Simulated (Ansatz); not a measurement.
# W: stress in a strained cell

Aim: deform W (z strained by -1.5 % at fixed volume) and compute stress, forces and field gradients with LAPW, PAW and all-electron datasets made for the crystal.

Method: DFT PBE, scalar-relativistic, in Ansatz 0.2.0.

1 further run of the same task is left out (set aside as unsound or not needed).

### 1 Starting point

It takes space group Fm-3m (No. 225, cubic). The conventional cell has a = 4.036 Å, b = 4.036 Å, c = 4.036 Å, α = 90.00°, β = 90.00°, γ = 90.00°. W (site symmetry m-3m) has 12 W at 2.85 Å as nearest neighbours.

Coordinates:

```
W
1.0
     0.00000    2.01824    2.01824
     2.01824    0.00000    2.01824
     2.01824    2.01824    0.00000
W
1
Direct
  0.00000 0.00000 0.00000
```

### 2 The deformed structure

Space group Fm-3m before, I4/mmm after.

### 3 LAPW, all electrons

input.yaml reads:

```yaml
crystal:
  lattice:
    - [0.0, 2.0335476534, 1.9879648432]
    - [2.0335476534, 0.0, 1.9879648432]
    - [2.0335476534, 2.0335476534, 0.0]
  atoms:
    - { symbol: W, position: [0.0, 0.0, 0.0] }
kpoints:
  mp_grid: { grid: [16, 16, 16] }
scf:
  occupations: { method: fermi_dirac, width: 0.05 }
hamiltonian:
  xc: pbe
  pseudopotentials: { kind: all_electron, lapw: { basis_error: 0.00025 } }
output:
  forces: true
  stress: true
  eigenvalues: true
```

### 4 PAW on the default files

input.yaml: that of step 3 with these lines changed.

```diff
@@ -13,3 +13,3 @@
   xc: pbe
-  pseudopotentials: { kind: all_electron, lapw: { basis_error: 0.00025 } }
+  pseudopotentials: { kind: paw }
 output:
@@ -18 +18,2 @@
   eigenvalues: true
+  efg: { contact_densities: true }
```

### 5 All-electron PAW on datasets made for the crystal

input.yaml: that of step 4 with these lines changed.

```diff
@@ -13,3 +13,3 @@
   xc: pbe
-  pseudopotentials: { kind: paw }
+  pseudopotentials: { kind: all_electron, datasets: crystal }
 output:
```

(Steps that only read results are left out.)

Q: Predict the outcome of this session. Wanted: pressure; largest shear or deviatoric stress.

As calculated:

| quantity | value |
| --- | --- |
| pressure | LAPW 0.12, PAW 0.03, crystal datasets 0.12 GPa |
| largest shear or deviatoric stress (LAPW) | 5.11 GPa |

**Reading.** The largest part of the stress beyond the pressure is 5.11 GPa in size, in the zz component. No run of the undeformed cell stands beside it, so the pressure holds what the given cell had before the change. PAW: stress within 0.09 GPa of LAPW. Crystal datasets: stress within 0.01 GPa of LAPW. Spin-orbit coupling is left out, though the cell holds W; in elements this heavy it can shift bands and gaps by tenths of an eV.
